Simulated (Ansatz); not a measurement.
A (110) slab of Pt (Fm-3m (No. 225)), 8 planes, outer planes Pt (top) and Pt (bottom), with 8 atoms (Pt8) in a surface cell of A = 10.978 Å², as cut from the bulk:

```yaml
crystal:
  lattice:
    - [2.78616, 0.00000, 0.00000]
    - [0.00000, 3.94022, 0.00000]
    - [0.00000, 0.00000, 24.75155]
  atoms:
    - { symbol: Pt, position: [0.50000, 0.50000, 0.30301] }
    - { symbol: Pt, position: [0.00000, 0.00000, 0.35929] }
    - { symbol: Pt, position: [0.50000, 0.50000, 0.41558] }
    - { symbol: Pt, position: [0.00000, 0.00000, 0.47186] }
    - { symbol: Pt, position: [0.50000, 0.50000, 0.52814] }
    - { symbol: Pt, position: [0.00000, 0.00000, 0.58442] }
    - { symbol: Pt, position: [0.50000, 0.50000, 0.64071] }
    - { symbol: Pt, position: [0.00000, 0.00000, 0.69699] }
```

Method: Ansatz 0.2.0, DFT r2SCAN, scalar-relativistic, plane waves, PAW. Settings: cutoff 500 eV, Γ-centred mesh 12×9×1 on the computed 8-atom cell, Gaussian smearing of 0.10 eV; no spin polarisation. The cell repeats along c with a dipole correction in the vacuum.

Against the same 8 atoms in the bulk, the slab as cut lies 3.109 eV higher and the relaxed slab 2.884 eV higher.

(1) Work out the surface energy before and after relaxation.

(2) A cut through this plane breaks about 6 nearest-neighbour bonds a surface cell. What does each broken bond cost, before relaxation?

(3) What is the ideal work of this cut, per area?

## Answers

(1) The slab has two faces, so γ = (E_slab − N·E_bulk)/(2A), the mean of both. As cut: 3.109/(2 × 10.978) = 0.1416 eV/Å², and 1 eV/Å² = 16.02 J/m², so γ = 2.27 J/m². Relaxed: 2.884/(2 × 10.978) = 0.1314 eV/Å² = 2.10 J/m². Relaxation recovers 7 % of the cost of cutting.

(2) One cut makes two faces and costs 2γA = 3.109 eV, shared by 6 bonds: 0.52 eV a bond. In a metal this is less than the cohesive energy a bond, since the bonds that remain at the surface strengthen.

(3) Griffith's ideal work is 2γ: 4.54 J/m² if the new faces stay rigid, 4.21 J/m² if they relax. One thickness was run, 8 planes, so γ can still shift with it.